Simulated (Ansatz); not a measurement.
Set up this calculation in Ansatz 0.2.0, as the native input.

```yaml
Task: band structure
Functional: BLYP
Potentials_or_basis: Ansatz PAW
Cutoff: "420 eV (not typed: the program's choice for these potentials)"
k_mesh: 5 × 8 × 4
Occupations: fermi-dirac, width 0.05 eV
Spin: no spin polarisation
Path: "[[\"G\", \"X\", \"S\", \"Y\", \"G\", \"Z\", \"U\", \"R\", \"T\", \"Z\"], [\"Y\", \"T\"], [\"U\", \"X\"], [\"S\", \"R\"]]"
Points_for_each_segment_of_the_path: 10
```

Crystal: HfO2.

```
Hf O
1.0
     5.55640    0.00000    0.00000
     0.00000    3.33360    0.00000
     0.00000    0.00000    6.50500
Hf O
4 8
Direct
  0.74868 0.75000 0.60787
  0.25132 0.25000 0.39213
  0.24868 0.75000 0.89213
  0.75132 0.25000 0.10787
  0.63950 0.25000 0.42340
  0.36050 0.75000 0.57660
  0.13950 0.25000 0.07660
  0.86050 0.75000 0.92340
  0.52079 0.25000 0.84145
  0.47921 0.75000 0.15855
  0.02079 0.25000 0.65855
  0.97921 0.75000 0.34145
```

Measurements of this composition are mostly on another form, of space group No. 14.

One way to write it, as run:

input.yaml

```yaml
crystal:
  lattice:
    - [5.556395, 0.0, 0.0]
    - [0.0, 3.333597, 0.0]
    - [0.0, 0.0, 6.504995]
  atoms:
    - { symbol: Hf, position: [0.748682, 0.75, 0.607871] }
    - { symbol: Hf, position: [0.251318, 0.25, 0.392129] }
    - { symbol: Hf, position: [0.248682, 0.75, 0.892129] }
    - { symbol: Hf, position: [0.751318, 0.25, 0.107871] }
    - { symbol: O, position: [0.639499, 0.25, 0.4234] }
    - { symbol: O, position: [0.360501, 0.75, 0.5766] }
    - { symbol: O, position: [0.139499, 0.25, 0.0766] }
    - { symbol: O, position: [0.860501, 0.75, 0.9234] }
    - { symbol: O, position: [0.520794, 0.25, 0.841453] }
    - { symbol: O, position: [0.479206, 0.75, 0.158547] }
    - { symbol: O, position: [0.020794, 0.25, 0.658547] }
    - { symbol: O, position: [0.979206, 0.75, 0.341453] }
hamiltonian:
  xc: blyp
  pseudopotentials: { kind: paw }
kpoints:
  mp_grid: { grid: [5, 8, 4] }
  band_path:
    path:
      - [[0.0, 0.0, 0.0], [0.0, -0.5, 0.0], [-0.5, -0.5, 0.0], [-0.5, 0.0, 0.0], [0.0, 0.0, 0.0], [0.0, 0.0, -0.5], [0.0, -0.5, -0.5], [-0.5, -0.5, -0.5], [-0.5, 0.0, -0.5], [0.0, 0.0, -0.5]]
      - [[-0.5, 0.0, 0.0], [-0.5, 0.0, -0.5]]
      - [[0.0, -0.5, -0.5], [0.0, -0.5, 0.0]]
      - [[-0.5, -0.5, 0.0], [-0.5, -0.5, -0.5]]
    npoints: 10
scf:
  occupations: { method: fermi_dirac, width: 0.05 }
  n_extra_bands: 30
output:
  forces: true
  stress: true
  eigenvalues: true
  fatbands: false
```

Potentials or basis: Ansatz PAW.

Launch:

```bash
$ ansatz run input.yaml --threads 4 --pin off --max-ram 11264MiB --backend cpu --events-out ev --progress --plain --runs-dir out
```

Results of the run:

```json
{
 "Pressure": "11.1 GPa",
 "Largest force": "0.096 eV/Å",
 "Band gap on the k mesh": "3.57 eV, direct",
 "Band gap along the path": "3.57 eV, direct"
}
```

Caveat: the pressure holds a Pulay correction of +1.1 GPa for the finite cutoff; spin-orbit coupling is left out, which moves the levels of the heavy elements; the PAW data sets come from PBE, with cores solved anew for the run's functional, which leaves a small shift of forces and pressure.

It took 26 s on 4 threads of Arm Neoverse V1, on a shared host, peak memory 1.1 GiB.
